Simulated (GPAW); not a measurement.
A run of GPAW 26.7.0:

run.py

```python
from ase import Atoms
from ase.dft.bandgap import bandgap
from ase.io import write
from ase.units import GPa
from gpaw import GPAW, PW

atoms = Atoms(['Mg', 'O'],
              cell=[[0.0, 2.0970013927, 2.0970013927],
                    [2.0970013927, 0.0, 2.0970013927],
                    [2.0970013927, 2.0970013927, 0.0]],
              scaled_positions=[[0.0, 0.0, 0.0],
                                [0.5, 0.5, 0.5]],
              pbc=True)

calc = GPAW(mode=PW(800),
            xc='PBE',
            kpts={'size': (11, 11, 11), 'gamma': True},
            occupations={'name': 'methfessel-paxton', 'order': 0, 'width': 0.025},
            nbands=16,
            convergence={'density': 1e-05, 'energy': 1e-05},
            maxiter=150,
            txt='gpaw.txt')
atoms.calc = calc
energy = atoms.get_potential_energy()
forces = atoms.get_forces()
stress = atoms.get_stress()
calc.write('gs.gpw')
write('result.traj', atoms)
print(f'Energy: {energy:.6f} eV')
print('Forces (eV/A):')
print(forces.round(4))
print('Stress (GPa):', (stress / GPa).round(3))
print('Fermi level:', round(calc.get_fermi_level(), 4), 'eV')
print(f'Gap: {bandgap(calc)[0]:.4f} eV, direct: {bandgap(calc, direct=True)[0]:.4f} eV')
```

Potentials or basis: GPAW PAW data sets (gpaw-data 1.2.1), pw.

Launch:

```console
$ OMP_NUM_THREADS=1 python run.py
```

Hardware: 1 thread of Intel(R) Xeon(R) 6975P-C (Granite Rapids), with other jobs on the host.

**Question.** Estimate the wall time of this run.

**Answer.** Wall time 8 s on 1 thread of Intel(R) Xeon(R) 6975P-C (Granite Rapids), on a shared host, peak memory 0.15 GiB. Counts: scf iterations 9, plane waves 959, bands 16, k points 56.
